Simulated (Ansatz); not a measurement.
## Sr: electron density at the nuclei under pressure

```
Sr
1.0
     0.00000    4.80912    4.80912
     4.80912    0.00000    4.80912
     4.80912    4.80912    0.00000
Sr
2
Direct
  0.00000 0.00000 0.00000
  0.25000 0.25000 0.25000
```

Atoms are numbered in the order listed.

The structure comes from a relaxation in the same program, started in the diamond type, and has space group Fd-3m. Whether it is a known phase or the ground state wasn't checked.

Level of theory: Ansatz 0.2.0, DFT, PBE, all-electron PAW with datasets made for the crystal, scalar-relativistic.

Sampling and basis: a Γ-centred 11×11×11 k mesh, Fermi–Dirac smearing of 0.08 eV, cutoff 180 eV (chosen by the program for this cell), no spin polarisation.

The contact density is the mean electron density over the nuclear volume; its changes follow the s electrons' response to bonding and compression. Changes below are taken from the unscaled cell, where it is 401169 e/Å³ at Sr1.

```json
{"V/V(cell)": "0.9600", "P (GPa)": "0.1", "Δρ(0) Sr1 (e/Å³)": "-0.02"}
{"V/V(cell)": "1.0000", "P (GPa)": "0.0", "Δρ(0) Sr1 (e/Å³)": "0.00"}
{"V/V(cell)": "1.0400", "P (GPa)": "-0.1", "Δρ(0) Sr1 (e/Å³)": "0.02"}
```

The datasets are made afresh for each cell, so very small changes are uncertain.
